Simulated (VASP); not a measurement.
Wanted: the native input for a VASP 6.6.1 run.

```
Task                   : single point
Functional             : PBE
Dispersion             : D3(BJ)
Potentials or basis    : VASP PAW PBE potentials, release 64 (C, O, H)
Cutoff                 : 520 eV
k mesh                 : 1 × 1 × 1
Occupations            : fermi-dirac, width 0.02 eV
Spin                   : no spin polarisation
Dipole correction      : no
Further INCAR settings : LREAL = Auto; ALGO = Fast; EDIFF = 1e-06; NBANDS = 73
```

The structure of H8C3O2 lies in POSCAR:

```
H8C3O2
1.0
    7.1348020000      0.0000000000      0.0000000000
    0.0000000000      7.1348020000      0.0000000000
    0.0000000000      0.0000000000      7.1348020000
C O H
9 6 24
Direct
    0.0822027016      0.8740396720      0.9381759998
    0.5110583307      0.5307225064      0.5606182204
    0.4320512328      0.4102005914      0.4045241900
    0.5646687883      0.8906343862      0.0655939716
    0.5789789261      0.9411893981     -0.1453579230
    0.8865417709      0.4441048259      0.7882349083
    1.0323341839      0.5171972537      0.6436478546
    1.0347028551      0.2822362835      0.1408588493
    0.8461622341      0.2869736259      0.2523265537
    0.0127964308      0.8042549744      1.0616412341
    0.1562061568      0.9377695415      0.8094127910
    0.4970144932      0.2116526850      0.4378677923
    0.7671691520      1.0247095855     -0.1838313102
    1.0250039174      0.6548745151      0.5036860168
    0.8545997492      0.1182653702      0.3607107808
    0.5134129861      0.2209731959      0.5757973382
    0.2809047819      0.4226606429      0.4124571362
    0.4876519348      0.4709591100      0.2752564122
    0.4037112733      0.6450774668      0.5903457447
    0.5162722105      0.4603631607      0.6874192164
    0.6496606353      0.5902196025      0.5139315709
    0.7995316478      1.0347308867     -0.3176542250
    0.5594268769      0.8126224105     -0.2327044254
    0.4586812640      1.0252562019     -0.2006642931
    0.4345880937      0.8081093210      0.0799181253
    0.6694509532      0.7912903540      0.1216291636
    0.5609966471      1.0072599071      0.1526461421
    0.9676932871      0.6065760479      0.3829818963
    1.1700114453      0.5108480936      0.7276305635
    1.0546893943      0.3804170039      0.5782781358
    0.9761588338      0.3459941846      0.8746843991
    0.8519367461      0.5486066747      0.8914473030
    0.7632447263      0.3643128429      0.7329565698
    0.7302234876      0.1321970813      0.4106911446
    0.8663590104      0.3975863661      0.3475499390
    0.7193472222      0.2876323688      0.1553091452
    1.0570300339      0.4389610251      0.1045859437
    1.1590651009      0.2373156256      0.2277568460
    1.0396083872      0.1810421649      0.0248360081
```

The cell was built by a generator and needn't be a form met in nature.

These files were run (other wordings do the same):

INCAR

```
PREC = Accurate
ENCUT = 520
EDIFF = 1E-6
ISMEAR = -1
SIGMA = 0.02
LREAL = Auto
LASPH = True
NELM = 100
ALGO = Fast
ISIF = 2
LWAVE = False
LCHARG = False
GGA = PE
IVDW = 12
NBANDS = 73
```

KPOINTS

```
regular mesh
0
Gamma
  1 1 1
```

Potentials or basis: VASP PAW PBE potentials, release 64 (C, O, H).

Launch:

```bash
$ cat potpaw_PBE.64/C/POTCAR potpaw_PBE.64/O/POTCAR potpaw_PBE.64/H/POTCAR > POTCAR
$ mpirun -np 1 vasp_gam > vasp.out
```

Results of the run:

- Pressure: 1.5 GPa
- Largest force: 5.615 eV/Å
- Band gap on the k mesh: 4.97 eV, direct
- Dispersion energy per atom: -0.048 eV

Caveat: the standard files for N, O and F lose accuracy on very short bonds.

Wall time 32 s on 1 thread of Intel(R) Xeon(R) 6975P-C (Granite Rapids), on a shared host, peak memory 0.41 GiB.
